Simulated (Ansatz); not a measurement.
An element in the bcc structure gives these cold pressures by all-electron LAPW under PBE (Ansatz 0.2.0, scalar-relativistic, no spin polarisation).

```csv
V (Å³/atom),P (GPa)
10.92,-0.03
9.83,26.7
8.74,75.1
7.65,165.3
6.55,340.3
5.46,703.4
4.37,1536
```

Q: Which element is it?

A: Ni. Its zero-pressure volume in this structure is near 10.9 Å³/atom; the volume and the steepness of P(V) together point to it, though neighbours can come close. Neighbours weren't tried against these numbers.
